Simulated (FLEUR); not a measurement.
The system is PbF2 (Fluorocronite).

```
Pb F
1.0
     0.00000    2.96366    2.96366
     2.96366    0.00000    2.96366
     2.96366    2.96366    0.00000
Pb F
1 2
Direct
  0.00000 0.00000 0.00000
  0.75000 0.75000 0.75000
  0.25000 0.25000 0.25000
```

Base run:

- Program: FLEUR MaX-R8.1 (later development tree)
- Functional: PBEsol
- Potentials or basis: all-electron
- Basis: FLAPW
- Kmax: 4.19 1/bohr
- k mesh: 8 × 8 × 8
- Occupations: fermi-dirac, width 0.05 eV
- Spin: no spin polarisation

Its results: band gap on the k mesh 4.31 eV, indirect (least direct gap 4.46 eV).

The run is repeated on the same cell with these changes: functional from PBEsol to PBE; lmax from Pb 10, F 8 to Pb 11, F 8. What comes out?

Band gap on the k mesh 4.42 eV, indirect (least direct gap 4.56 eV).

Caveats: spin-orbit coupling is left out, which as a rule narrows the gap of such compounds by several tenths of an eV.

A k mesh can miss the band edges.

Not every run made on this cell is shown here.
